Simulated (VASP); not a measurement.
Wanted: the native input for a VASP 6.6.1 run.

- Task: relaxation of cell and atoms
- Functional: PBE
- Potentials or basis: VASP PAW PBE potentials, release 64 (Si, C)
- Cutoff: 600 eV
- k mesh: 12 × 12 × 2
- Occupations: gaussian, width 0.03 eV
- Spin: no spin polarisation
- Further INCAR settings: ALGO = Normal; EDIFF = 1e-07; IBRION = 2; EDIFFG = -0.005; NSW = 90; ISIF = 3

The structure of SiC (Moissanite 6H) lies in POSCAR:

```
SiC                                     
1.0
    3.0941104296      0.0000000000      0.0000000000
   -1.5470552148      2.6795782342      0.0000000000
    0.0000000000     -0.0000000000     15.1824247821
  Si              C             
     6     6
Direct
     0.0000000000000000    1.0000000000000000    0.1250433446834629
     1.0000000000000000    0.0000000000000000    0.6250433446834629
     0.3333333332999970    0.6666666667000030    0.2918075409441311
     0.6666666667000030    0.3333333332999970    0.7918075409441311
     0.3333333332999970    0.6666666667000030    0.9583136039422399
     0.6666666667000030    0.3333333332999970    0.4583136039422398
     1.0000000000000000    1.0000000000000000    0.9996918211560242
     0.0000000000000000    0.0000000000000000    0.4996918211560243
     0.3333333332999970    0.6666666667000030    0.1668300622368044
     0.6666666667000030    0.3333333332999970    0.6668300622368044
     0.3333333332999970    0.6666666667000030    0.8333136270373376
     0.6666666667000030    0.3333333332999970    0.3333136270373375
```

These files were run (other wordings do the same):

INCAR

```
PREC     = Accurate       # precision mode
ENCUT    = 600            # plane-wave cutoff, eV
EDIFF    = 1E-7           # SCF threshold, eV
ISMEAR   = 0              # smearing method
SIGMA    = 0.03           # smearing width, eV
LREAL    = False          # projectors in reciprocal space
LASPH    = True           # aspherical terms in the spheres
NELM     = 80             # most SCF steps
ALGO     = Normal         # electronic algorithm
ISIF     = 3              # what is computed and relaxed
LWAVE    = False          # write WAVECAR
LCHARG   = False          # write CHGCAR
GGA      = PE             # functional
IBRION   = 2              # ionic algorithm
NSW      = 90             # ionic steps
EDIFFG   = -0.005         # ionic threshold
KPAR     = 4
```

KPOINTS

```
regular mesh
0
Gamma
  12 12 2
```

Potentials or basis: VASP PAW PBE potentials, release 64 (Si, C).

Launch:

```console
$ cat potpaw_PBE.64/Si/POTCAR potpaw_PBE.64/C/POTCAR > POTCAR
$ mpirun -np 4 vasp_std > vasp.out
```

Results of the run:

| Quantity | Value |
| --- | --- |
| Pressure after relaxing | 0.0 GPa |
| Largest force after relaxing | 0.004 eV/Å |
| Band gap on the k mesh | 2.03 eV, indirect (least direct gap 3.13 eV) |

Caveat: the relaxation stopped at its first step, so nothing moved.

It took 44 s on 4 MPI ranks on Intel(R) Xeon(R) 6975P-C (Granite Rapids), on a shared host, peak memory 0.36 GiB a rank.
